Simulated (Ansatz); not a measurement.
## Stress against strain in NaCl

```yaml
crystal:
  lattice:
    - [2.86000, 0.00000, 0.00000]
    - [0.00000, 2.86000, 0.00000]
    - [0.00000, 0.00000, 2.86000]
  atoms:
    - { symbol: Na, position: [0.00000, 0.00000, 0.00000] }
    - { symbol: Cl, position: [0.50000, 0.50000, 0.50000] }
```

Atoms are numbered in the order listed.

The cell comes from COD entry 2104025, which wasn't checked; take it as a given geometry.

The calculation used DFT, PBEsol, all-electron LAPW, scalar-relativistic in Ansatz 0.2.0.

Numerical set-up: a Γ-centred 9×9×9 k mesh, Fermi–Dirac smearing of 0.03 eV, basis error target 0.5 meV/atom, no spin polarisation.

The strain is applied along the Cartesian axes of the cell as listed (γ is the engineering shear, twice εxy = εyz = εzx). Fractional coordinates are held (clamped ions).

σ is the change of stress from the unstrained cell, which is at 59.4 GPa; tension is positive, so slopes are stress–strain coefficients at that pressure.

Only quantities that a quadratic follows smoothly over the whole series are listed; rougher ones are left out.

```tsv
γ	σxy (GPa)
-0.0200	-1.61
-0.0100	-0.75
0.0000	0.00
0.0200	1.23
```

Task: Fit the series and read off the stiffness at zero strain.

Result: Least-squares fits y = p0 + p1 x + p2 x² to the rows give σxy (GPa): p1 = 70.9, p2 = -480. So C44 (clamped ions) = 71 GPa.

Task: One run, at γ = 0.0100, is withheld. Predict its row.

Result: The fits give 0.66; the run gave 0.66.
